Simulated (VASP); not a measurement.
# GaSe: relaxation of cell and atoms with PBE+D3(BJ)

The system is GaSe.

```
Ga Se
1.0
     3.77673    0.00000    0.00000
    -1.88836    3.27074    0.00000
     0.00000    0.00000   15.98385
Ga Se
4 4
Direct
  0.33333 0.66667 0.17348
  0.66667 0.33333 0.67348
  0.33333 0.66667 0.32652
  0.66667 0.33333 0.82652
  0.33333 0.66667 0.59935
  0.66667 0.33333 0.09935
  0.33333 0.66667 0.90065
  0.66667 0.33333 0.40065
```

```yaml
Program: VASP 6.6.1
Task: relaxation of cell and atoms
Functional: PBE
Dispersion: D3(BJ)
Potentials_or_basis: VASP PAW PBE potentials, release 64 (Ga, Se)
Cutoff: 520 eV
k_mesh: 9 × 9 × 2
Occupations: gaussian, width 0.02 eV
Spin: no spin polarisation
Further_INCAR_settings: ALGO = Normal; EDIFF = 1e-07; IBRION = 2; EDIFFG = -0.002; NSW = 80; ISIF = 3
```

* Pressure after relaxing: 0.0 GPa
* Band gap on the k mesh: 0.86 eV, direct
* Dispersion energy per atom: -0.289 eV

Final structure:
```yaml
crystal:
  lattice:
    - [3.77673, 0.00000, 0.00000]
    - [-1.88836, 3.27074, 0.00000]
    - [0.00000, 0.00000, 15.98385]
  atoms:
    - { symbol: Ga, position: [0.33333, 0.66667, 0.17348] }
    - { symbol: Ga, position: [0.66667, 0.33333, 0.67348] }
    - { symbol: Ga, position: [0.33333, 0.66667, 0.32652] }
    - { symbol: Ga, position: [0.66667, 0.33333, 0.82652] }
    - { symbol: Se, position: [0.33333, 0.66667, 0.59935] }
    - { symbol: Se, position: [0.66667, 0.33333, 0.09935] }
    - { symbol: Se, position: [0.33333, 0.66667, 0.90065] }
    - { symbol: Se, position: [0.66667, 0.33333, 0.40065] }
```

Levels at points of the mesh, in eV from the valence-band top:
```csv
k point,band 16,band 17,band 18,band 19,band 20,band 21
"(0.00, 0.00, 0.00)",-1.20,-1.20,0.00,0.86,1.87,2.14
"(0.00, 0.00, 0.50)",-1.24,-0.90,-0.90,1.52,1.52,2.18
```

It took 46 s on 8 MPI ranks on Intel(R) Xeon(R) Platinum 8259CL CPU @ 2.50GHz (Skylake/Cascade Lake), with other jobs on the host, peak memory 0.4 GiB a rank.

Caveat: the relaxation stopped at its first step, so nothing moved; an odd mesh through Γ misses points on the zone boundary, where band edges often lie. PBE gaps usually lie below the measured ones, often by a third to a half.
